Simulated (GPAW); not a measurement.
# Pb (Fd-3m) in GPAW: equation of state

How stiff is Pb in PBEsol, and what volume does it want? The cell is scaled to several volumes.

Program: GPAW 26.7.0. These are calculated values, not measurements. Logs are shortened: lines on timing, memory, paths and dates and some standing lists are left out, and cuts for length are marked. The log counts tension as positive stress, the text compression.

## 1. The structure

The structure is cubic, space group Fd-3m (No. 227). Conventional cell: a = 6.878 Å, b = 6.878 Å, c = 6.878 Å, α = 90.00°, β = 90.00°, γ = 90.00°. Pb (site symmetry -43m) is surrounded by 4 Pb at 2.98 Å.

This isn't the form of Pb at room conditions, which is fcc.

## 2. Equation of state, PBEsol

run.py reads:

```python
from ase import Atoms
from ase.eos import EquationOfState
from ase.io import Trajectory
from ase.units import GPa
from gpaw import GPAW, PW, setup_paths

setup_paths.insert(0, '.')

atoms = Atoms(['Pb', 'Pb'],
              cell=[[0.0, 3.4390000555, 3.4390000555],
                    [3.4390000555, 0.0, 3.4390000555],
                    [3.4390000555, 3.4390000555, 0.0]],
              scaled_positions=[[0.25, 0.25, 0.25],
                                [0.0, 0.0, 0.0]],
              pbc=True)

traj = Trajectory('eos.traj', 'w')
volumes, energies = [], []
for x in [0.94, 0.96, 0.98, 1.0, 1.02, 1.04, 1.06]:
    a = atoms.copy()
    a.set_cell(atoms.cell * x**(1 / 3), scale_atoms=True)
    calc = GPAW(mode=PW(600),
                xc='PBEsol',
                kpts={'size': (7, 7, 7), 'gamma': True},
                occupations={'name': 'fermi-dirac', 'width': 0.05},
                nbands=24,
                convergence={'density': 1e-05, 'energy': 1e-05},
                maxiter=150,
                txt=f'eos-{x:.2f}.txt')
    a.calc = calc
    energies.append(a.get_potential_energy(force_consistent=True))
    volumes.append(a.get_volume())
    p = -a.get_stress()[:3].mean() / GPa
    calc.write(f'eos-{x:.2f}.gpw')
    traj.write(a)
    print(f'{x:.2f} {volumes[-1]:10.4f} A^3 {energies[-1]:14.6f} eV {p:9.3f} GPa', flush=True)

v0, e0, B = EquationOfState(volumes, energies, eos='birchmurnaghan').fit()
print(f'V0 = {v0:.4f} A^3, E0 = {e0:.6f} eV, B0 = {B / GPa:.2f} GPa')
```

Potentials or basis: PAW data sets generated in the run's folder for this functional, pw.

On the command line:

```console
$ gpaw-setup -f PBEsol Pb
$ OMP_NUM_THREADS=1 python run.py
```

What it wrote:

```text
__  _  _
 | _ |_)|_||  |
 |__||  | ||/\| - 26.7.0

Input parameters:
  mode=PW(ecut=600.0),
  convergence={'density': 1e-05, 'energy': 1e-05},
  kpts=MonkhorstPack(size=(7, 7, 7), gamma=True),
  maxiter=150,
  nbands=24,
  occupations=Occupations(name='fermi-dirac', width=0.05),
  xc=XC(name='PBEsol')

Diagonalizing LCAO Hamiltonian
Converting LCAO to pw mode

            Pb

       Pb

Atoms  # Å, Bohr magnetons
|   | symbol |        x |        y |        z |    initial magnetic moments |
|---|--------|----------|----------|----------|-----------------------------|
| 0 |     Pb | 1.684398 | 1.684398 | 1.684398 | ( 0.0000,  0.0000,  0.0000) |
| 1 |     Pb | 0.000000 | 0.000000 | 0.000000 | ( 0.0000,  0.0000,  0.0000) |

Unit cell  # Å
| periodic |        x |        y |        z |  lengths |    angles |
|----------|----------|----------|----------|----------|-----------|
|      yes | 0.000000 | 3.368797 | 3.368797 | 4.764198 | 60.000000 |
|      yes | 3.368797 | 0.000000 | 3.368797 | 4.764198 | 60.000000 |
|      yes | 3.368797 | 3.368797 | 0.000000 | 4.764198 | 60.000000 |

Number of symmetries: 24
Symmetry operations  # r_c * U_cc + t_c -> r_c
|    | kind |            matrix            |
|----|------|------------------------------|
|  0 |  E   |  1, 0, 0,  0, 1, 0,  0, 0, 1 |
|  1 |  σ   |  1, 0, 0,  0, 0, 1,  0, 1, 0 |
|  2 |  σ   |  1, 0,-1,  0, 1,-1,  0, 0,-1 |
|  3 |  C3  |  1, 0,-1,  0, 0,-1,  0, 1,-1 |
|  4 |  C3  |  1,-1, 0,  0,-1, 1,  0,-1, 0 |
|  5 |  σ   |  1,-1, 0,  0,-1, 0,  0,-1, 1 |
|  6 |  σ   |  0, 1, 0,  1, 0, 0,  0, 0, 1 |
|  7 |  C3  |  0, 1, 0,  0, 0, 1,  1, 0, 0 |
|  8 |  C2  |  0, 1,-1,  1, 0,-1,  0, 0,-1 |
|  9 |  S4  |  0, 1,-1,  0, 0,-1,  1, 0,-1 |
| 10 |  C3  |  0, 0, 1,  1, 0, 0,  0, 1, 0 |
| 11 |  σ   |  0, 0, 1,  0, 1, 0,  1, 0, 0 |
| 12 |  S4  |  0, 0,-1,  1, 0,-1,  0, 1,-1 |
| 13 |  C3  |  0, 0,-1,  0, 1,-1,  1, 0,-1 |
| 14 |  S4  |  0,-1, 1,  1,-1, 0,  0,-1, 0 |
| 15 |  C2  |  0,-1, 1,  0,-1, 0,  1,-1, 0 |
| 16 |  C3  |  0,-1, 0,  1,-1, 0,  0,-1, 1 |
| 17 |  S4  |  0,-1, 0,  0,-1, 1,  1,-1, 0 |
| 18 |  S4  | -1, 1, 0, -1, 0, 1, -1, 0, 0 |
| 19 |  C3  | -1, 1, 0, -1, 0, 0, -1, 0, 1 |
| 20 |  C3  | -1, 0, 1, -1, 1, 0, -1, 0, 0 |
| 21 |  S4  | -1, 0, 1, -1, 0, 0, -1, 1, 0 |
| 22 |  σ   | -1, 0, 0, -1, 1, 0, -1, 0, 1 |
| 23 |  C2  | -1, 0, 0, -1, 0, 1, -1, 1, 0 |

BZ-sampling:
  Number of BZ points: 343
  Number of IBZ points: 20

  Monkhorst-Pack size: [7, 7, 7]
  Monkhorst-Pack shift: [0, 0, 0]

K-points  # in reciprocal-cell coordinates
|     |                                coordinates |     weight |
|-----|--------------------------------------------|------------|
|   0 | (  0.00000000,   0.00000000,   0.00000000) | 0.00291545 |
|   1 | (  0.14285714,   0.14285714,   0.00000000) | 0.01749271 |
|   2 | (  0.14285714,   0.14285714,   0.14285714) | 0.02332362 |
|   3 | (  0.28571429,   0.14285714,   0.14285714) | 0.03498542 |
|   4 | (  0.28571429,   0.28571429,   0.00000000) | 0.01749271 |
|   5 | (  0.28571429,   0.28571429,   0.14285714) | 0.06997085 |
|   6 | (  0.28571429,   0.28571429,   0.28571429) | 0.02332362 |
|   7 | (  0.42857143,  -0.28571429,  -0.28571429) | 0.03498542 |
|   8 | (  0.42857143,   0.28571429,  -0.42857143) | 0.13994169 |
|   9 | (  0.42857143,   0.28571429,  -0.28571429) | 0.06997085 |
| ... |                                            |            |
|  19 | (  0.42857143,   0.42857143,   0.42857143) | 0.02332362 |

Plane wave coefficients: 2637
Cutoff: 600.0 eV

Spin-components: 1 (collinear spins)
Bands:           24
Projectors:      12
Spin-degeneracy: 2
Datatype:        complex128

Parallelization:
  kpt:    1
  domain: 1
  band:   1

Density:
  Valence electrons: 28.0
  Components: 1
  Grid points: [27 27 27]
  Charge: 0.0  # |e|

Potential:
  Grid points: [27 27 27]

species:
  Pb:
    name:    Lead
    Z:       82.0
    valence: 14
    core:    68
    charge:  0.0  # [|e|]
    compensation charges:
      type: gauss
      rc: 0.38  # [Å]
      lmax: 2
    cutoffs:
      filter: 2.36  # [Å]
      core: 2.43  # [Å]
    projectors
    | kind |    occ | energy [eV] | rcut [Å] |
    |------|--------|-------------|----------|
    |   6s |  2.000 |     -12.024 |    1.259 |
    |   6p |  2.000 |      -3.525 |    1.275 |
    |   5d | 10.000 |     -21.194 |    1.217 |
    |    s |        |      15.187 |    1.259 |
    |    p |        |      23.686 |    1.275 |
    |    d |        |       6.017 |    1.217 |

    Using partial waves for Pb as LCAO basis

Reference energy: -1134245.988521  # eV

eigensolver:
[... 26 lines left out ...]
convergence criteria:
- Maximum integral of absolute [dens]ity change: 1e-05 electrons / valence electron
- Maximum [total energy] change in last 3 cyles: 1e-05 eV / valence electron
- Maximum integral of absolute [eigenst]ate change: 4e-08 eV^2 / valence electron
maximum number of iterations: 150

SCF iterations
|iter     | |      energy | eigst |  dens |
|---------|-|-------------|-------|-------|
|iter:   1| |   -7.879541 | +0.07 |       |
|iter:   2| |   -7.885537 | -1.85 | -1.54 |
|iter:   3| |   -7.849130 | -2.36 | -1.57 |
|iter:   4| |   -7.851883 | -3.08 | -2.01 |
|iter:   5| |   -7.853131 | -3.89 | -2.46 |
|iter:   6| |   -7.853169 | -5.34 | -3.45 |
|iter:   7| |   -7.853170c| -6.13 | -4.11 |
|iter:   8| |   -7.853170c| -7.11 | -4.55 |
|iter:   9| |   -7.853170c| -7.70c| -5.28c|

Converged in 9 steps
Energy contributions relative to reference atoms: (reference = -1134245.988521)

Energy contributions:
  Kinetic:          17.372332
  Coulomb:         -16.430517
  Zero:              0.011279
  External:          0.000000
  Xc:               -8.803333
  Entropy:          -0.005863
  Spinorbit:         0.000000
  ----------------------------
  Free energy:      -7.856102
  Extrapolated:     -7.853170

dipole moment: (-32.829095, -32.829095, -32.829095)  # |e|*Ang

Fermi level: 4.991
Eigenvalues  # (at kpt = [0.000, 0.000, 0.000])
| band index |      eig [eV] | occ [0-2] |
|------------|---------------|-----------|
|          0 |       -12.266 |     2.000 |
|        ... |               |           |
|          4 |       -12.179 |     2.000 |
|          5 |       -11.673 |     2.000 |
|          6 |       -11.673 |     2.000 |
|          7 |       -11.673 |     2.000 |
|          8 |       -11.636 |     2.000 |
|          9 |       -11.636 |     2.000 |
|         10 |        -6.459 |     2.000 |
|         11 |         1.531 |     2.000 |
|         12 |         5.418 |     0.000 |
|         13 |         5.418 |     0.000 |
|         14 |         5.418 |     0.000 |
|         15 |         7.450 |     0.000 |
|         16 |         7.450 |     0.000 |
|         17 |         7.450 |     0.000 |
|         18 |         9.084 |     0.000 |
|         19 |        12.997 |     0.000 |
|        ... |               |           |
|         23 |        13.669 |     0.000 |

No gap
No difference between direct/indirect transitions

Stress tensor  # eV/Ang^3
|         x |         y |         z |
|-----------|-----------|-----------|
| -0.014991 |  0.000000 | -0.000000 |
|  0.000000 | -0.014991 |  0.000000 |
| -0.000000 |  0.000000 | -0.014991 |

# Writing to eos-0.94.gpw (mode='')
```

It took 2.3 min on 1 thread of Arm Neoverse V2, shared host; peak memory 0.32 GiB.

Results:

```
Equilibrium volume                      : 40.85 Å³/atom
Bulk modulus                            : 31 GPa
Pressure derivative of the bulk modulus : 4.5
```

Energy against volume, from the lowest point:
```csv
volume (Å³/atom),energy (meV/atom)
38.232,18.33
39.045,8.34
39.859,2.36
40.672,0.00
41.486,0.85
42.299,4.57
43.112,10.92
```

The run has no spin-orbit coupling, so splittings on Pb are missing.
